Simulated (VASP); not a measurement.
# TiSi₂: molecular dynamics at constant energy

TiSi₂, Cmcm (no. 63), 12 atoms in the cell. PBE, molecular dynamics; PAW potentials Ti, Si (PBE set).

Ensemble: NVE; Starting temperature (K): 1600.

## Input

INCAR:
```
SYSTEM = TiSi2
GGA      = PE             ! functional
PREC     = Normal         ! precision mode
ENCUT    = 250            ! plane-wave cutoff, eV
EDIFF    = 1E-6           ! SCF threshold, eV
NELMIN   = 4            
NELM     = 60             ! most SCF steps
ALGO     = Fast           ! electronic algorithm
LREAL    = Auto         
LASPH    = .True.         ! aspherical terms in the spheres
ISMEAR   = -1             ! smearing method
SIGMA    = 0.069          ! smearing width, eV
ISYM     = 0            
LWAVE    = .False.        ! write WAVECAR
LCHARG   = .False.        ! write CHGCAR
IBRION   = 0              ! ionic algorithm
NSW      = 60             ! ionic steps
POTIM    = 2.0            ! step
TEBEG    = 1600         
ISIF     = 2              ! what is computed and relaxed
RANDOM_SEED= 577997 0 0   
MDALGO   = 1            
ANDERSEN_PROB= 0.0          
KPAR     = 2             
```

KPOINTS:
```
k-points
0
Gamma
  3 1 3
```

POSCAR:
```
TiSi2
1.0
    3.5302100500      0.0000000000      0.0000000000
    0.0000000000     13.5185630700      0.0000000000
    0.0000000000      0.0000000000      3.5651739700
Ti Si
4 8
Direct
    0.0000000000      0.8968819200      0.2500000000
    0.5000000000      0.6031180800      0.7500000000
    0.5000000000      0.3968819200      0.2500000000
    0.0000000000      0.1031180800      0.7500000000
    0.5000000000      0.7496851800      0.2500000000
    0.0000000000      0.7503148200      0.7500000000
    0.0000000000      0.5582514500      0.2500000000
    0.5000000000      0.9417485500      0.7500000000
    0.0000000000      0.2496851800      0.2500000000
    0.5000000000      0.2503148200      0.7500000000
    0.5000000000      0.0582514500      0.2500000000
    0.0000000000      0.4417485500      0.7500000000
```

Commands:
```
cat potpaw_PBE.64/Ti/POTCAR potpaw_PBE.64/Si/POTCAR > POTCAR
mpirun -np 2 vasp_std > vasp.out
```

## Result

- Rise of the mean potential energy above the start (meV/atom): 94.4
- Mean temperature (K): 806
- Electronic steps per ionic step after the first: 5.5

Course of the run:

| Time (fs) | Temperature (K) | Potential energy less the first (meV/atom) |
|---|---|---|
| 2 | 1601 | 0.0 |
| 12 | 1190 | 48.9 |
| 20 | 607 | 118.2 |
| 30 | 391 | 143.7 |
| 38 | 609 | 117.7 |
| 48 | 753 | 100.7 |
| 56 | 641 | 114.0 |
| 66 | 571 | 122.4 |
| 74 | 837 | 90.7 |
| 84 | 1195 | 48.2 |
| 92 | 1163 | 52.0 |
| 102 | 817 | 93.2 |
| 110 | 543 | 125.7 |
| 120 | 569 | 122.5 |

The mean temperature lies below the starting 1600 K, since the atoms start on their sites and part of their kinetic energy turns into potential energy.

REPORT:
```
MDALGO =   1
         ANDERSEN_PROB =  0.00000000
               SCALING =       0
                 CNEXP =     9.000   14.000
           RANDOM_SEED =            577997                0                0

   original number of atomic DOF:         33
   number of independent constraints:      0
   number of active DOF:                  33

========================================
         MD step No.       1
========================================

  Atomic velocities initialized by STEP_tb

  >Energies
                    E_tot             E_pot             E_kin               EPS                ES
   e_b>   -0.78447534E+02   -0.80723600E+02    0.22760659E+01    0.00000000E+00    0.00000000E+00

  >Temperature
               T_sim     T_inst
   tmprt>   1600.000   1600.757

  >Thermostat, num. of collisions:                0

           RANDOM_SEED =            577997              144                0

[... steps left out ...]

========================================
         MD step No.      60
========================================

  >Energies
                    E_tot             E_pot             E_kin               EPS                ES
   e_b>   -0.78443514E+02   -0.79253200E+02    0.80968627E+00    0.00000000E+00    0.00000000E+00

  >Temperature
               T_sim     T_inst
   tmprt>   1600.000    569.452

  >Thermostat, num. of collisions:                0

           RANDOM_SEED =            577997             4392                0
```

OSZICAR:
```
N       E                     dE             d eps       ncg     rms          rms(c)
DAV:   1     0.166733735834E+03    0.16673E+03   -0.10465E+04   310   0.748E+02
DAV:   2    -0.595362942208E+02   -0.22627E+03   -0.21710E+03   318   0.226E+02
DAV:   3    -0.875950849141E+02   -0.28059E+02   -0.26916E+02   420   0.716E+01
DAV:   4    -0.885435068857E+02   -0.94842E+00   -0.92691E+00   412   0.137E+01
DAV:   5    -0.885663798957E+02   -0.22873E-01   -0.22814E-01   369   0.213E+00    0.350E+01
RMM:   6    -0.806741983329E+02    0.78922E+01   -0.64718E+01   321   0.439E+01    0.705E+00
RMM:   7    -0.806338982846E+02    0.40300E-01   -0.89970E+00   310   0.194E+01    0.925E+00
RMM:   8    -0.807372195201E+02   -0.10332E+00   -0.23290E+00   313   0.464E+00    0.347E+00
RMM:   9    -0.807493757340E+02   -0.12156E-01   -0.44906E-01   319   0.373E+00    0.290E+00
RMM:  10    -0.807259111076E+02    0.23465E-01   -0.14321E-01   317   0.216E+00    0.201E+00
RMM:  11    -0.807271050185E+02   -0.11939E-02   -0.56477E-02   344   0.887E-01    0.130E+00
RMM:  12    -0.807258388444E+02    0.12662E-02   -0.97697E-03   332   0.461E-01    0.114E+00
[... left out ...]
     59 T=   529. E= -.78443141E+02 F= -.79194741E+02 E0= -.79170445E+02  EK= 0.75160E+00 SP= 0.00E+00 SK= 0.00E+00
[... last step whole ...]
       N       E                     dE             d eps       ncg     rms          rms(c)
DAV:   1    -0.792531886385E+02   -0.58447E-01   -0.15193E-03   604   0.108E+00    0.187E-02
RMM:   2    -0.792532001448E+02   -0.11506E-04   -0.29136E-04   310   0.875E-02    0.148E-02
RMM:   3    -0.792532000779E+02    0.66907E-07   -0.42545E-05   318   0.398E-02    0.936E-03
RMM:   4    -0.792532004894E+02   -0.41144E-06   -0.13068E-05   322   0.169E-02    0.867E-03
RMM:   5    -0.792532003038E+02    0.18550E-06   -0.21164E-06   205   0.772E-03
     60 T=   569. E= -.78443514E+02 F= -.79253200E+02 E0= -.79228505E+02  EK= 0.80969E+00 SP= 0.00E+00 SK= 0.00E+00
```

Limits: 120 fs of 12 atoms are too short for converged averages; the cell is only 3.5 Å across, so each atom moves in step with near copies of itself.

VASP 6.6.1 took 302 s on 2 cores (Intel Xeon Platinum 8259CL @ 2.50GHz (Skylake/Cascade Lake)), a shared host.
